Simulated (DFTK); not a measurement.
KCl (Sylvite) in DFTK: convergence with smearing width

The system is KCl (Sylvite).

```
K Cl
1.0
     0.00000    3.14647    3.14647
     3.14647    0.00000    3.14647
     3.14647    3.14647    0.00000
K Cl
1 1
Direct
  0.00000 0.00000 0.00000
  0.50000 0.50000 0.50000
```

- Program: DFTK 0.8.2
- Task: convergence study
- Functional: PBEsol
- Potentials or basis: cp2k.nc.sr.pbe.v0_1.largecore.gth (PBE, GTH)
- Cutoff: 1361 eV
- k mesh: 3 × 3 × 3
- Occupations: cold, width 0.5 eV
- Spin: collinear spin, ferromagnetic start
- Starting moments: [0.5, 0.0] μB

These are the settings of the first run; the series varies smearing width, with any setting tied to it.

Hardware: 1 thread of Intel(R) Xeon(R) 6975P-C (Granite Rapids), with other jobs on the host.

```csv
smearing width,energy less the tightest run (meV/atom),SCF cycles
0.5 eV,0.00,9
0.3 eV,0.00,9
0.2 eV,0.00,9
0.1 eV,0.00,9
0.05 eV,0.00,9
0.025 eV,0.00,9
0.01 eV,0.00,10
```

Against the tightest run, the energy stays within 1 meV/atom from 0.5 eV on. The tightest run that finished is the yardstick and may itself not be fully converged.

Caveat, for the tightest run too: the k mesh is coarse (spacing up to 0.58 Å⁻¹), so the values aren't converged; the cutoff is short for these potentials, so energies and forces aren't converged, fitted volumes are rough and the log's stress (off by 3 to 10 GPa or more in trials) isn't used; with this smearing the Fermi level of a gapped crystal can stick at a band edge.
